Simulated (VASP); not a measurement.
Wanted: the native input for a VASP 6.6.1 run.

| Item | Value |
| --- | --- |
| Task | single point |
| Functional | PBE |
| Potentials or basis | VASP PAW PBE potentials, release 64 (Pb_d, Te) |
| Cutoff | 520 eV |
| k mesh | 7 × 7 × 7 |
| Occupations | fermi-dirac, width 0.05 eV |
| Spin | no spin polarisation |
| Dipole correction | no |
| Further INCAR settings | ALGO = Normal; EDIFF = 1e-06; NBANDS = 17 |

The structure of TePb lies in POSCAR:

```
TePb
1.0
    0.0000000000      3.2943690292      3.2943690292
    3.2943690292      0.0000000000      3.2943690292
    3.2943690292      3.2943690292      0.0000000000
Pb Te
1 1
Direct
    0.0000000000      0.0000000000      0.0000000000
    0.5000000000      0.5000000000      0.5000000000
```

The cell isn't the ideal one: volume scaled by 1.06.

The input as run:

INCAR

```
SYSTEM = TePb
ALGO = Normal
EDIFF = 1E-6
ENCUT = 520
GGA = PE
ISIF = 2
ISMEAR = -1
LASPH = .TRUE.
LCHARG = .TRUE.
LELF = .TRUE.
LREAL = .FALSE.
LVHAR = .TRUE.
LWAVE = .FALSE.
NBANDS = 17
NELM = 100
PREC = Accurate
SIGMA = 0.05
```

KPOINTS

```
k-points
0
G
  7 7 7
  0 0 0
```

Potentials or basis: VASP PAW PBE potentials, release 64 (Pb_d, Te).

The run is started by

```bash
$ cat potpaw_PBE.64/Pb_d/POTCAR potpaw_PBE.64/Te/POTCAR > POTCAR
$ mpirun -np 1 vasp_std > vasp.out
```

It gave:

```
Pressure : -0.4 GPa
```

It took 22 s on 1 thread of Intel(R) Xeon(R) Platinum 8259CL CPU @ 2.50GHz (Skylake/Cascade Lake), with other jobs on the host, peak memory 0.21 GiB.
